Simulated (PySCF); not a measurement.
Pyridine, C5H5N.
Geometry (GFN2-xTB, Å), atoms numbered from 1 in this order:
```
atom  x, y, z in Å
C1     0.0722    1.1856   -0.0233
C2     1.2195    0.4086    0.0031
C3     1.0771   -0.9707    0.0253
N4    -0.0950   -1.5813    0.0242
C5    -1.1852   -0.8346    0.0007
C6    -1.1604    0.5520   -0.0243
H7     0.1373    2.2644   -0.0423
H8     2.1999    0.8597    0.0067
H9     1.9415   -1.6217    0.0453
H10   -2.1220   -1.3770    0.0023
H11   -2.0795    1.1176   -0.0435
```

NICS = −σ at a ghost point: NICS(0) at the centroid of the ring atoms, NICS(1) 1 Å to either side along the normal of their mean plane, zz for the tensor component along that normal. Level: GIAO PBE0/pcSseg-1 (PySCF, non-relativistic, gas phase) on the GFN2-xTB geometry, one conformer.

Ring bond lengths (Å), with Mayer bond orders in brackets: C1–C2 1.386 (1.43), C2–C3 1.387 (1.40), C3–N4 1.322 (1.48), N4–C5 1.322 (1.48), C5–C6 1.387 (1.40), C6–C1 1.386 (1.43).

Give the NICS values of each ring in ppm.

```
             ring                                               type  NICS(0)  NICS(1), two faces  NICS(1)zz, two faces  rms pucker (Å)  centre to ring atoms, mean (Å)
C1–C2–C3–N4–C5–C6  6-membered ring with N; formal bonds all aromatic     -7.3       -11.3 / -11.3         -29.3 / -29.3            0.00                            1.36
```

What do they say, and how far can they be read as aromaticity?

- C1–C2–C3–N4–C5–C6: mean NICS(1)zz -29.3 ppm, shielded. The ring is flat and has no four-coordinate atom; by the NICS criterion it is aromatic.

And the bond-length index? HOMA takes Krygowski's 1993 parameters.

- C1–C2–C3–N4–C5–C6: HOMA 0.99; the largest term is that of C3–N4, α(R − Ropt)² = 0.01. The geometric and the magnetic index point the same way.

What are the shieldings of the ring atoms and their hydrogens in the same run (means over atoms taken as equivalent)?

```
  atoms                          environment  σ isotropic (ppm)  principal values of the symmetric part, first atom (ppm)
     C1                   aromatic CH carbon               45.5                                        -71.1, 24.6, 182.9
C2 (×2)                   aromatic CH carbon               58.4                                        -56.4, 53.5, 178.2
C3 (×2)  aromatic CH next to a ring nitrogen               30.9                                        -80.8, 25.4, 148.1
     N4               pyridine-type nitrogen              -94.1                                     -414.0, -176.9, 308.4
     H7                    aromatic hydrogen              23.79                                          20.8, 23.6, 27.0
H8 (×2)                    aromatic hydrogen              24.30                                          21.8, 23.5, 27.6
H9 (×2)                    aromatic hydrogen              22.72                                          18.9, 22.5, 26.8
```

Hardware: one thread of an Arm Neoverse V2, no GPU, shared host. Cost: 8.0 s wall. This is the whole shielding run at PBE0/pcSseg-1, SCF included.
